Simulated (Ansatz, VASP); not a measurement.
**Ni in VASP and in Ansatz**

INCAR

```
SYSTEM = Ni
PREC = Accurate
ENCUT = 520
EDIFF = 1E-7
ISMEAR = -1
SIGMA = 0.1
LREAL = .FALSE.
LASPH = .TRUE.
NELM = 150
ALGO = Normal
ISIF = 2
LWAVE = .FALSE.
LCHARG = .TRUE.
ISPIN = 2
MAGMOM = 1
LORBIT = 11
LMAXMIX = 4
LELF = .TRUE.
LVHAR = .TRUE.
NBANDS = 15
```

Contents of KPOINTS:

```
Automatic mesh
0
G
  22 22 22
  0 0 0
```

The input POSCAR:

```
Ni
1.0
   -1.1968179418      1.1968179418      1.1968179418
    1.1968179418     -1.1968179418      1.1968179418
    1.1968179418      1.1968179418     -1.1968179418
Ni
1
Direct
    0.0000000000      0.0000000000      0.0000000000
```

Input for Ansatz:

```yaml
crystal:
  lattice:
    - [-1.1968179418, 1.1968179418, 1.1968179418]
    - [1.1968179418, -1.1968179418, 1.1968179418]
    - [1.1968179418, 1.1968179418, -1.1968179418]
  atoms:
    - { symbol: Ni, position: [0.0, 0.0, 0.0], spin: 1.0 }
magnetization:
  spin_polarized: true
kpoints:
  mp_grid: { grid: [22, 22, 22] }
scf:
  occupations: { method: fermi_dirac, width: 0.1 }
hamiltonian:
  xc: lda
  pseudopotentials: { kind: paw }
output:
  forces: true
  stress: true
  eigenvalues: true
  populations: true
  write_density: true
  write_potential: true
  elf: true
  volumetric_format: npy
```

Change from the starting cell: volume scaled by 0.68, PAW files.

Alike in both runs: task single point; functional LDA; k mesh 22 × 22 × 22; occupations fermi-dirac, width 0.1 eV; collinear spin.

|  | VASP | Ansatz |
| --- | --- | --- |
| version | VASP 6.6.1 | Ansatz 0.2.0 |
| potentials or method | VASP PAW LDA potentials, release 64 (Ni) | PAW with Ansatz's default frozen-core files, scalar-relativistic |
| plane-wave cutoff (eV) | 520 | 420 |
| valence electrons in the cell | 10 | 18 |

```tsv
	VASP	Ansatz	Ansatz less VASP
pressure (GPa)	240.0	239.7	-0.27
net moment per atom (μB)	0.00	0.00	0.000
```

The two sets of potentials don't hold the same shells in valence. Ansatz warned: «seeded_moment_not_kept».

Caveats: the cell as given lies far from equilibrium; so large a pressure means that the cell lies far from this level's equilibrium, or that cutoff or potentials fall short (VASP).
